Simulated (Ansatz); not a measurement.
# C: the cost of one run

Program: Ansatz 0.2.0. Level of theory: DFT PBEsol, scalar-relativistic, plane waves, PAW. These are calculated values, not measurements.

A COD entry behind a cell of this session may itself be a prediction, so a difference from it is no test against experiment.

2 further runs of the same task are left out: 2 set aside as unsound or not needed.

### Step 1. The system as given

The structure is hexagonal, space group P6_3/mmc (No. 194). The conventional cell has a = 2.499 Å, b = 2.499 Å, c = 4.161 Å, α = 90.00°, β = 90.00°, γ = 120.00°. C (site symmetry 3m) has 4 C at 1.53 to 1.56 Å in its first shell of neighbours.

As a file:

```
CELL_PARAMETERS angstrom
2.49881 0.00000 0.00000
-1.24941 2.16404 0.00000
0.00000 0.00000 4.16084
ATOMIC_POSITIONS crystal
C 0.33333 0.66667 0.06280
C 0.66667 0.33333 0.56280
C 0.33333 0.66667 0.43720
C 0.66667 0.33333 0.93720
```

It is the result of an earlier relaxation at this level (volume 5.62 Å³/atom; gap on the mesh: 3.05 eV).

### Step 2. Slab for the search

Miller indices refer to the conventional cell of the relaxed bulk, P6_3/mmc (No. 194): a = 2.499 Å, b = 2.499 Å, c = 4.161 Å, α = 90.00°, β = 90.00°, γ = 120.00°.

A (001) slab, 6.8 Å thick as cut, with 15 Å of vacuum, in a 2×2 surface cell; its outer planes are C (top) and C (bottom).

The slab as cut. Its planes from the bottom up:

```
plane  atoms per cell  height over the lowest (Å)
    1              C4                        0.00
    2              C4                        0.52
    3              C4                        2.08
    4              C4                        2.60
    5              C4                        4.16
    6              C4                        4.68
    7              C4                        6.24
    8              C4                        6.76
```

### Step 3. Relaxing from the bulk's places

Input file input.yaml:

```yaml
crystal:
  lattice:
    - [4.9976299355, 0.0, 0.0]
    - [-2.4988149677, 4.3280744828, 0.0]
    - [0.0, 0.0, 21.7638682922]
  atoms:
    - { symbol: C, position: [0.1666666667, 0.3333333333, 0.3446078564] }
    - { symbol: C, position: [0.1666666667, 0.8333333333, 0.3446078564] }
    - { symbol: C, position: [0.6666666667, 0.3333333333, 0.3446078564] }
    - { symbol: C, position: [0.6666666667, 0.8333333333, 0.3446078564] }
    - { symbol: C, position: [0.3333333333, 0.1666666667, 0.3686208106] }
    - { symbol: C, position: [0.3333333333, 0.6666666667, 0.3686208106] }
    - { symbol: C, position: [0.8333333333, 0.1666666667, 0.3686208106] }
    - { symbol: C, position: [0.8333333333, 0.6666666667, 0.3686208106] }
    - { symbol: C, position: [0.3333333333, 0.1666666667, 0.4401983008] }
    - { symbol: C, position: [0.3333333333, 0.6666666667, 0.4401983008] }
    - { symbol: C, position: [0.8333333333, 0.1666666667, 0.4401983008] }
    - { symbol: C, position: [0.8333333333, 0.6666666667, 0.4401983008] }
    - { symbol: C, position: [0.1666666667, 0.3333333333, 0.4642112549] }
    - { symbol: C, position: [0.1666666667, 0.8333333333, 0.4642112549] }
    - { symbol: C, position: [0.6666666667, 0.3333333333, 0.4642112549] }
    - { symbol: C, position: [0.6666666667, 0.8333333333, 0.4642112549] }
    - { symbol: C, position: [0.1666666667, 0.3333333333, 0.5357887451] }
    - { symbol: C, position: [0.1666666667, 0.8333333333, 0.5357887451] }
    - { symbol: C, position: [0.6666666667, 0.3333333333, 0.5357887451] }
    - { symbol: C, position: [0.6666666667, 0.8333333333, 0.5357887451] }
    - { symbol: C, position: [0.3333333333, 0.1666666667, 0.5598016992] }
    - { symbol: C, position: [0.3333333333, 0.6666666667, 0.5598016992] }
    - { symbol: C, position: [0.8333333333, 0.1666666667, 0.5598016992] }
    - { symbol: C, position: [0.8333333333, 0.6666666667, 0.5598016992] }
    - { symbol: C, position: [0.3333333333, 0.1666666667, 0.6313791894] }
    - { symbol: C, position: [0.3333333333, 0.6666666667, 0.6313791894] }
    - { symbol: C, position: [0.8333333333, 0.1666666667, 0.6313791894] }
    - { symbol: C, position: [0.8333333333, 0.6666666667, 0.6313791894] }
    - { symbol: C, position: [0.1666666667, 0.3333333333, 0.6553921436] }
    - { symbol: C, position: [0.1666666667, 0.8333333333, 0.6553921436] }
    - { symbol: C, position: [0.6666666667, 0.3333333333, 0.6553921436] }
    - { symbol: C, position: [0.6666666667, 0.8333333333, 0.6553921436] }
basis:
  ecutwfc: 420
kpoints:
  mp_grid: { grid: [6, 6, 1] }
hamiltonian:
  xc: pbesol
scf:
  occupations: { method: gaussian, width: 0.05 }
output:
  forces: true
  eigenvalues: true
  write_density: true
  write_potential: true
  elf: true
  volumetric_format: npy
relax:
  adjacent_minimum: "off"
  f_tol: 0.02
  max_steps: 90
  constraints: [{ sites: [0, 1, 2, 3, 4, 5, 6, 7, 8, 9, 10, 11, 12, 13, 14, 15] }]
efield:
  axis: 3
  dipole_correction: true
  ramp_width: 0.04
```

Started as:

```sh
$ ansatz run input.yaml --threads 4 --pin off --max-ram 10240MiB --backend cpu --events-out ev --progress --plain --runs-dir out
```

Q: Estimate wall time and peak memory on 4 threads of Intel Xeon Platinum 8488C (Sapphire Rapids), shared host.

About 3.8 min, with a peak of 1.3 GiB.
